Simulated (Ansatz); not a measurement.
PtS2: course of a relaxation

Method: Ansatz, DFT PBE, scalar-relativistic, plane waves, PAW. Settings: 420 eV cutoff, 9×9×9 k-mesh, Gaussian smearing of 0.02 eV, no spin polarisation.

What was changed in NiS2: Ni → Pt on all its sites, cell and atoms relaxed.

Spin–orbit coupling is left out, which can shift energies with elements as heavy as these.

Input:

```yaml
crystal:
  lattice:
    - [1.7870367005, 1.0317461201, 6.8868039123]
    - [-1.7870367005, 1.0317461201, 6.8868039123]
    - [0.0, -2.0634922402, 6.8868039123]
  atoms:
    - { symbol: Pt, position: [0.0, 0.0, 0.0] }
    - { symbol: S, position: [0.6070248655, 0.6070248655, 0.6070248655] }
    - { symbol: S, position: [0.3929751345, 0.3929751345, 0.3929751345] }
basis:
  ecutwfc: 420
kpoints:
  mp_grid: { grid: [9, 9, 9] }
hamiltonian:
  xc: pbe
scf:
  occupations: { method: gaussian, width: 0.02 }
output:
  forces: true
  stress: true
  eigenvalues: true
relax:
  adjacent_minimum: "off"
  f_tol: 0.01
  max_steps: 60
  cell: { stress_tol: 0.1 }
```

F is the free energy. Steps run on the plane waves of an earlier cell, but the last one, and at times one on the way, on a freshly chosen basis, so a repeated geometry can differ a little in energy.

Steps:

```tsv
step	F − F(1) (eV)	largest force component (eV/Å)	V (Å³/atom)	P (GPa)
1	0.0000	0.039	25.395	-0.11
2	-0.0001	0.018	25.474	0.03
3	-0.0001	0.001	25.460	0.01
4	-0.0002	0.001	25.482	0.01
5	-0.0001	0.006	25.666	0.00
6	-0.0001	0.003	25.796	0.00
7	-0.0003	0.003	25.796	0.00
```

Relaxed structure:

```yaml
crystal:
  lattice:
    - [1.78760, 1.03207, 6.99093]
    - [-1.78760, 1.03207, 6.99093]
    - [0.00000, -2.06415, 6.99093]
  atoms:
    - { symbol: Pt, position: [0.00000, 0.00000, 0.00000] }
    - { symbol: S, position: [0.60808, 0.60808, 0.60808] }
    - { symbol: S, position: [0.39192, 0.39192, 0.39192] }
```

The structure is trigonal, space group R-3m (No. 166). The conventional cell has a = 3.575 Å, b = 3.575 Å, c = 20.973 Å, α = 90.00°, β = 90.00°, γ = 120.00°. Around Pt (site symmetry -3m) lie 6 S at 2.40 Å. Around S (site symmetry 3m) lie 3 Pt at 2.40 Å.

The run converged. The run took roughly 27 core-seconds.